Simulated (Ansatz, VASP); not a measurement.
## Al2Cu: VASP beside Ansatz

INCAR

```
SYSTEM = Al2Cu
PREC = Accurate ; ENCUT = 520
EDIFF = 1E-7 ; ISMEAR = -1
SIGMA = 0.05 ; LREAL = .FALSE.
LASPH = .TRUE. ; NELM = 80
ALGO = Normal ; ISIF = 2
LWAVE = .FALSE. ; LCHARG = .FALSE.
GGA = PS ; NBANDS = 16
```

The input KPOINTS:

```
regular mesh
0
G
  7 7 9
  0 0 0
```

The input POSCAR:

```
Al2Cu
1.0
    4.1051820000      0.0000000000      0.0000000000
    0.0000000000      4.1051820000      0.0000000000
    0.0000000000      0.0000000000      2.8913130000
Cu Al
1 2
Direct
    0.0000000000      0.0000000000      0.0000000000
    0.0000000000      0.5000000000      0.5000000000
    0.5000000000      0.0000000000      0.5000000000
```

The input input.yaml:

```yaml
crystal:
  lattice:
    - [4.105182, 0.0, 0.0]
    - [0.0, 4.105182, 0.0]
    - [0.0, 0.0, 2.891313]
  atoms:
    - { symbol: Cu, position: [0.0, 0.0, 0.0] }
    - { symbol: Al, position: [0.0, 0.5, 0.5] }
    - { symbol: Al, position: [0.5, 0.0, 0.5] }
hamiltonian:
  xc: pbesol
  pseudopotentials: { kind: paw }
kpoints:
  mp_grid: { grid: [7, 7, 9] }
scf:
  occupations: { method: fermi_dirac, width: 0.05 }
output:
  forces: true
  stress: true
  eigenvalues: true
```

The cell comes from a database or a generator and needn't be the stable form of this composition.

Alike in both runs: task single point; functional PBEsol; k mesh 7 × 7 × 9; occupations fermi-dirac, width 0.05 eV; no spin polarisation.

|  | VASP | Ansatz |
| --- | --- | --- |
| version | VASP 6.6.1 | Ansatz 0.2.0 |
| potentials or method | VASP PAW PBE potentials, release 64 (Cu, Al) | Ansatz PAW |
| plane-wave cutoff (eV) | 520 | 420 |
| valence electrons in the cell | 17 | 25 |

|  | VASP | Ansatz | Ansatz less VASP |
| --- | --- | --- | --- |
| gap on the k mesh at the Fermi level (eV) | none | none | - |
| pressure (GPa) | -2.1 | -2.4 | -0.25 |
| largest component of the traceless stress (GPa) | 0.90 | 0.90 | -0.008 |

A gap of «none» marks a metal or a gap that the smearing closes. The two sets of potentials don't hold the same shells in valence.

Caveats: the PAW data sets were made with another functional, which shifts forces and pressure a little (VASP); the PAW data sets come from PBE, with cores solved anew for the run's functional, which leaves a small shift of forces and pressure (Ansatz).
